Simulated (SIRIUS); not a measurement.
**Lu: band structure with PBE**

Crystal: Lu.

```xyz
2
Lattice="3.5031 0.0000 0.0000 -1.7515 3.0338 0.0000 0.0000 0.0000 5.5509" Properties=species:S:1:pos:R:3 pbc="T T T"
Lu    1.7516    1.0113    4.1632
Lu    0.0000    2.0225    1.3877
```

```yaml
Program: SIRIUS 7.12.0
Task: band structure
Functional: PBE
Potentials_or_basis: all-electron FP-LAPW
Cutoff: 168 eV
Basis: apw+lo standard
k_mesh: 9 × 9 × 5
Occupations: fermi-dirac, width 0.05 eV
Spin: no spin polarisation
Muffin_tin_radii: Lu 2.65 bohr
Basis_cutoff_gk_cutoff: 3.51 1/bohr
Cutoff_of_density_and_potential_pw_cutoff: 20 1/bohr
lmax_of_the_basis: 11
lmax_of_density_and_potential: 8
Valence_relativity: iora
Core_states: Lu 1s2s2p3s3p3d4s4p4d
Local_orbitals_radial_functions: Lu 16
Reference_energy_of_the_basis: 0.24 Ha
Smallest_sphere_radius_times_basis_cutoff: 9.3
Start_of_the_SCF: LDA density
```

```json
{
  "Band gap along the path": "none (metal or under the smearing width)",
  "All electrons inside the program's atomic spheres": "Lu 68.93 (radii Lu 2.65 bohr)"
}
```

Levels at the corners of the path, in eV from the Fermi level:
```csv
point,band 21,band 22,band 23,band 24,band 25,band 26,band 27,band 28
Γ,-4.92,-4.91,-4.90,-2.43,0.52,2.20,2.20,2.48
M,-4.93,-4.91,-2.33,-1.38,-0.83,-0.33,1.51,1.92
K,-4.93,-4.93,-0.96,-0.96,-0.61,-0.61,1.26,1.26
Γ,-4.92,-4.91,-4.90,-2.43,0.52,2.20,2.20,2.48
A,-4.91,-4.91,-4.39,-4.39,1.14,1.14,2.13,2.13
L,-4.93,-4.93,-2.08,-2.08,0.07,0.07,1.33,1.33
H,-4.93,-4.93,-0.58,-0.58,-0.45,-0.45,0.34,0.34
A,-4.91,-4.91,-4.39,-4.39,1.14,1.14,2.13,2.13
```

It took 100 s on 1 thread of Arm Neoverse V2, with other jobs on the host, peak memory 0.55 GiB.

Caveat: spin-orbit coupling is left out, which moves the levels of the heavy elements.
